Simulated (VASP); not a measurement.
# SiO2 (P4_2/mnm) in VASP: Born charges and dielectric tensor with LDA

Aim: the Born charges and dielectric tensor of SiO2 with LDA.

All numbers are computed with VASP 6.6.1; they aren't measurements. Logs are shortened: lines on timing, memory, paths and dates and some standing lists are left out, and cuts for length are marked.

## (1) Starting point

Symmetry: P4_2/mnm, No. 136, tetragonal system. Conventional cell: a = 4.186 Å, b = 4.186 Å, c = 2.668 Å, α = 90.00°, β = 90.00°, γ = 90.00°. Around Si (site symmetry mmm) lie 6 O at 1.76 to 1.81 Å. Around O (site symmetry m2m) lie 3 Si at 1.76 to 1.81 Å.

## (2) Born charges and dielectric tensor, LDA

INCAR reads:

```
SYSTEM = SiO2
  PREC = Accurate
  ENCUT = 600
  EDIFF = 1E-8
  ISMEAR = 0
  SIGMA = 0.02
  LREAL = .FALSE.
  LASPH = .TRUE.
  NELM = 100
  ALGO = Normal
  ISIF = 2
  LWAVE = .FALSE.
  LCHARG = .FALSE.
  GGA = CA
  LEPSILON = .TRUE.
  IBRION = 8
  NSW = 1
```

KPOINTS reads:

```
regular mesh
0
G
  6 6 8
  0 0 0
```

POSCAR reads:

```
SiO2
1.0
    4.1865000000      0.0000000000      0.0000000000
    0.0000000000      4.1865000000      0.0000000000
    0.0000000000      0.0000000000      2.6684000000
Si O
2 4
Direct
    0.0000000000      0.0000000000      0.0000000000
    0.5000000000      0.5000000000      0.5000000000
    0.3059000000      0.3059000000      0.0000000000
    0.1941000000      0.8059000000      0.5000000000
    0.6941000000      0.6941000000      0.0000000000
    0.8059000000      0.1941000000      0.5000000000
```

Potentials or basis: VASP PAW LDA potentials, release 64 (Si, O).

On the command line:

```bash
$ cat potpaw_LDA.64/Si/POTCAR potpaw_LDA.64/O/POTCAR > POTCAR
$ mpirun -np 1 vasp_std > vasp.out
```

OUTCAR:

```text
SYSTEM = SiO2
   PREC = Accurate
   ENCUT = 600
   EDIFF = 1E-8
   ISMEAR = 0
   LREAL = .FALSE.
   LASPH = .TRUE.
   NELM = 100
   ISIF = 2
   GGA = CA
   LEPSILON = .TRUE.
   IBRION = 8
   NSW = 1

 ion  position               nearest neighbor table
   1  0.000  0.000  0.000-   4 1.76   6 1.76   4 1.76   6 1.76   5 1.81   3 1.81
   2  0.500  0.500  0.500-   3 1.76   5 1.76   3 1.76   5 1.76   4 1.81   6 1.81
   3  0.306  0.306  0.000-   2 1.76   2 1.76   1 1.81
   4  0.194  0.806  0.500-   1 1.76   1 1.76   2 1.81
   5  0.694  0.694  0.000-   2 1.76   2 1.76   1 1.81
   6  0.806  0.194  0.500-   1 1.76   1 1.76   2 1.81

  LATTYP: Found a simple tetragonal cell.
 ALAT       =     4.1865000000
 C/A-ratio  =     0.6373820614

  Lattice vectors:

 A1 = (   4.1865000000,   0.0000000000,   0.0000000000)
 A2 = (   0.0000000000,   4.1865000000,   0.0000000000)
 A3 = (   0.0000000000,   0.0000000000,   2.6684000000)

Analysis of symmetry for initial positions (statically):
=====================================================================
 Subroutine PRICEL returns:
[... 894 lines left out ...]
  1Z     0.000000    0.000000  -23.154824    0.000000    0.000000   -0.099829    0.000000    0.000000    1.361777    0.000000    0.000000   10.265550    0.000000    0.000000    1.361777    0.000000    0.000000   10.265550
  2X    14.953399    0.015085    0.000000  -31.173371   -8.447172    0.000000    7.654214    4.806243    0.000000    0.455772   -0.590199    0.000000    7.654214    4.806243    0.000000    0.455772   -0.590199    0.000000
  2Y     0.015085   14.953399    0.000000   -8.447172  -31.173371    0.000000    4.806243    7.654214    0.000000   -0.590199    0.455772    0.000000    4.806243    7.654214    0.000000   -0.590199    0.455772    0.000000
  2Z     0.000000    0.000000   -0.099829    0.000000    0.000000  -23.154824    0.000000    0.000000   10.265550    0.000000    0.000000    1.361777    0.000000    0.000000   10.265550    0.000000    0.000000    1.361777
  3X     0.457231    0.581239    0.000000    7.652687    4.811145    0.000000  -21.801186  -10.134807    0.000000    0.084387    0.207984    0.000000    4.586715    4.742068    0.000000    9.020165   -0.207630    0.000000
  3Y     0.581239    0.457231    0.000000    4.811145    7.652687    0.000000  -10.134807  -21.801186    0.000000   -0.207630    9.020165    0.000000    4.742068    4.586715    0.000000    0.207984    0.084387    0.000000
  3Z     0.000000    0.000000    1.351235    0.000000    0.000000   10.263247    0.000000    0.000000  -19.668364    0.000000    0.000000    4.120034    0.000000    0.000000   -0.186187    0.000000    0.000000    4.120034
  4X     7.652687   -4.811145    0.000000    0.457231   -0.581239    0.000000    0.084387   -0.207984    0.000000  -21.801186   10.134807    0.000000    9.020165    0.207630    0.000000    4.586715   -4.742068    0.000000
  4Y    -4.811145    7.652687    0.000000   -0.581239    0.457231    0.000000    0.207630    9.020165    0.000000   10.134807  -21.801186    0.000000   -0.207984    0.084387    0.000000   -4.742068    4.586715    0.000000
  4Z     0.000000    0.000000   10.263247    0.000000    0.000000    1.351235    0.000000    0.000000    4.120034    0.000000    0.000000  -19.668364    0.000000    0.000000    4.120034    0.000000    0.000000   -0.186187
  5X     0.457231    0.581239    0.000000    7.652687    4.811145    0.000000    4.586715    4.742068    0.000000    9.020165   -0.207630    0.000000  -21.801186  -10.134807    0.000000    0.084387    0.207984    0.000000
  5Y     0.581239    0.457231    0.000000    4.811145    7.652687    0.000000    4.742068    4.586715    0.000000    0.207984    0.084387    0.000000  -10.134807  -21.801186    0.000000   -0.207630    9.020165    0.000000
  5Z     0.000000    0.000000    1.351235    0.000000    0.000000   10.263247    0.000000    0.000000   -0.186187    0.000000    0.000000    4.120034    0.000000    0.000000  -19.668364    0.000000    0.000000    4.120034
  6X     7.652687   -4.811145    0.000000    0.457231   -0.581239    0.000000    9.020165    0.207630    0.000000    4.586715   -4.742068    0.000000    0.084387   -0.207984    0.000000  -21.801186   10.134807    0.000000
  6Y    -4.811145    7.652687    0.000000   -0.581239    0.457231    0.000000   -0.207984    0.084387    0.000000   -4.742068    4.586715    0.000000    0.207630    9.020165    0.000000   10.134807  -21.801186    0.000000
  6Z     0.000000    0.000000   10.263247    0.000000    0.000000    1.351235    0.000000    0.000000    4.120034    0.000000    0.000000   -0.186187    0.000000    0.000000    4.120034    0.000000    0.000000  -19.668364

 Eigenvectors and eigenvalues of the dynamical matrix
 ----------------------------------------------------

   1 f  =   27.805798 THz   174.708980 2PiTHz  927.501579 cm-1   114.995488 meV
             X         Y         Z           dx          dy          dz
      0.000000  0.000000  0.000000     0.000000   -0.000000    0.000000
      2.093250  2.093250  1.334200    -0.000000   -0.000000   -0.000000
      1.280650  1.280650  0.000000    -0.353553   -0.353553    0.000000
      0.812600  3.373900  1.334200    -0.353553    0.353553    0.000000
      2.905850  2.905850  0.000000     0.353553    0.353553    0.000000
      3.373900  0.812600  1.334200     0.353553   -0.353553   -0.000000
[... 145 lines left out ...]
  18 f/i=    0.005374 THz     0.033763 2PiTHz    0.179241 cm-1     0.022223 meV
             X         Y         Z           dx          dy          dz
      0.000000  0.000000  0.000000    -0.000000    0.000000    0.483294
      2.093250  2.093250  1.334200    -0.000000    0.000000    0.483294
      1.280650  1.280650  0.000000    -0.000000    0.000000    0.364984
      0.812600  3.373900  1.334200    -0.000000    0.000000    0.364984
      2.905850  2.905850  0.000000    -0.000000    0.000000    0.364984
      3.373900  0.812600  1.334200    -0.000000    0.000000    0.364984

--------------------------------------------------------------------------------------------------------

 MACROSCOPIC STATIC DIELECTRIC TENSOR IONIC CONTRIBUTION
 ------------------------------------------------------
           8.033536    -0.000000    -0.000000
          -0.000000     8.033536    -0.000000
          -0.000000    -0.000000     5.413703
 ------------------------------------------------------

 ELASTIC MODULI CONTR FROM IONIC RELAXATION (kBar)
 Direction    XX          YY          ZZ          XY          YZ          ZX
 --------------------------------------------------------------------------------
 XX        -935.1318    131.5975    -31.7904     -0.0000      0.0000     -0.0000
 YY         131.5975   -935.1318    -31.7904      0.0000      0.0000      0.0000
 ZZ         -31.7904    -31.7904     -2.5155      0.0000      0.0000      0.0000
 XY          -0.0000      0.0000      0.0000    -25.2447     -0.0000     -0.0000
 YZ           0.0000      0.0000      0.0000     -0.0000    -49.6880     -0.0000
 ZX          -0.0000      0.0000      0.0000     -0.0000     -0.0000    -67.9599
 --------------------------------------------------------------------------------

 PIEZOELECTRIC TENSOR IONIC CONTR  for field in x, y, z        (C/m^2)
          XX          YY          ZZ          XY          YZ          ZX
  --------------------------------------------------------------------------------
  x    -0.00000     0.00000    -0.00000    -0.00000     0.00000     0.00000
  y    -0.00000     0.00000     0.00000     0.00000     0.00000     0.00000
  z     0.00000    -0.00000    -0.00000     0.00000     0.00000    -0.00000
```

OSZICAR:

```text
N       E                     dE             d eps       ncg     rms          rms(c)
DAV:   1     0.176475908440E+03    0.17648E+03   -0.19920E+04  2016   0.174E+03
DAV:   2    -0.492514343680E+02   -0.22573E+03   -0.21710E+03  2684   0.344E+02
DAV:   3    -0.567829472379E+02   -0.75315E+01   -0.75097E+01  2400   0.668E+01
DAV:   4    -0.568457421720E+02   -0.62795E-01   -0.62700E-01  2392   0.686E+00
[... 12 lines left out ...]
RMM:   8    -0.350333120651E+00    0.19319E-06    0.14969E-08  6260   0.281E-04    0.673E-05
RMM:   9    -0.350333217067E+00   -0.96416E-07    0.35447E-08  6008   0.179E-04    0.137E-05
RMM:  10    -0.350333569966E+00   -0.35290E-06    0.26128E-08  5877   0.157E-04    0.430E-06
RMM:  11    -0.350333525273E+00    0.44693E-07    0.31749E-08  6144   0.140E-04    0.868E-07
RMM:  12    -0.350333522386E+00    0.28872E-08   -0.36596E-08  4834   0.136E-04    0.184E-07
 Linear response finished
```

stdout:

```text
POSCAR found type information on POSCAR SiO
 POSCAR found :  2 types and       6 ions
 scaLAPACK will be used
 LDA part: xc-table for (Slater(with rela. corr.)+CA(PZ))
 , standard interpolation
 POSCAR, INCAR and KPOINTS ok, starting setup
 FFT: planning ... GRIDC
 FFT: planning ... GRID_SOFT
 FFT: planning ... GRID
[... 81 lines left out ...]
 first order change of Fermi-energy   0.13280E-01
 force on displaced ion       1 direction 3 :   0.000  -0.000 -23.155
 Born effective charge ion    1 direction 3 :   0.000   0.000   4.032
 Linear response progress:
 first order change of Fermi-energy   0.15199E+00
 force on displaced ion       3 direction 1 : -21.801 -10.135   0.000
 Born effective charge ion    3 direction 1 :  -1.897  -0.560   0.000
 Linear response progress:
 first order change of Fermi-energy   0.68908E-01
 force on displaced ion       3 direction 3 :   0.002   0.002 -19.668
 Born effective charge ion    3 direction 3 :   0.000   0.000  -2.017
 Born effective charges drift removed
 Linear response finished
```

Run time: 6.3 min. Hardware: 1 thread of Intel Xeon 6975P-C (Granite Rapids), shared host; peak memory 0.53 GiB.

What came out:

- Band gap on the k mesh: 5.53 eV, direct
- Electronic dielectric tensor (diagonal): 3.38, 3.38, 3.55
- Born charges (mean of the diagonal): Si +3.87; O -1.94 e
- Highest phonon frequency at Γ, LO-TO splitting left out: 928 cm⁻¹

Phonon frequencies in cm⁻¹ (negative: imaginary):
```csv
q point,frequencies
"(0.000, 0.000, 0.000)",0 0 0 225 380 458 458 564 564 575 575 583 650 736 746 813 813 928
```

Electronic dielectric tensor:
```
3.38 0.00 0.00
0.00 3.38 0.00
0.00 0.00 3.55
```

Born effective charge tensors (e):
atom 1, Si
```
3.79 0.37 0.00
0.37 3.79 0.00
0.00 0.00 4.03
```
atom 2, Si
```
 3.79 -0.37  0.00
-0.37  3.79  0.00
 0.00  0.00  4.03
```
atom 3, O
```
-1.90 -0.56  0.00
-0.56 -1.90  0.00
 0.00  0.00 -2.02
```
atom 4, O
```
-1.90  0.56  0.00
 0.56 -1.90  0.00
 0.00  0.00 -2.02
```
atom 5, O
```
-1.90 -0.56  0.00
-0.56 -1.90  0.00
 0.00  0.00 -2.02
```
atom 6, O
```
-1.90  0.56  0.00
 0.56 -1.90  0.00
 0.00  0.00 -2.02
```

A k mesh can miss the band edges.
